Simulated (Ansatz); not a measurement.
RuO2: pressure series

Consider RuO2 in the rutile structure (space group P4_2/mnm, No. 136).

```xyz
6
Lattice="4.4661 0.0000 0.0000 0.0000 4.4661 0.0000 0.0000 0.0000 3.0919" Properties=species:S:1:pos:R:3 pbc="T T T"
Ru     0.0000     0.0000     0.0000
Ru     2.2331     2.2331     1.5459
O      1.3670     1.3670     0.0000
O      3.6001     0.8661     1.5459
O      0.8661     3.6001     1.5459
O      3.0991     3.0991     0.0000
```

Cell and atoms are relaxed at each pressure.

Method: Ansatz (a quantum-chemistry and plane-wave program), PBEsol, PAW, cutoff 420 eV, no spin-orbit coupling.

Notes on the quantities. enthalpy: H = E + PV relative to the base's energy.

```tsv
case	enthalpy	lattice parameter a
base	–	4.466 Å
pressure −2 GPa	-0.13 eV/atom	4.480 Å
pressure −1 GPa	-0.06 eV/atom	4.473 Å
pressure 3 GPa	+0.19 eV/atom	4.447 Å
pressure 7 GPa	+0.44 eV/atom	4.422 Å
pressure 15 GPa	+0.94 eV/atom	4.377 Å
pressure 30 GPa	+1.84 eV/atom	4.304 Å
pressure 50 GPa	+2.98 eV/atom	4.222 Å
pressure 75 GPa	+4.36 eV/atom	4.136 Å
pressure 100 GPa	+5.67 eV/atom	(withheld)
```

### Question
Complete the table.

### Answer

- pressure 100 GPa, lattice parameter a: 4.063 Å

Load acts through the strain it causes; cell and atoms are relaxed under it. No phonon test of stability was made. Competing high-pressure phases were not computed. No Hubbard U is applied, and correlation can decide whether such a compound is a metal. The final runs are not spin-polarised.
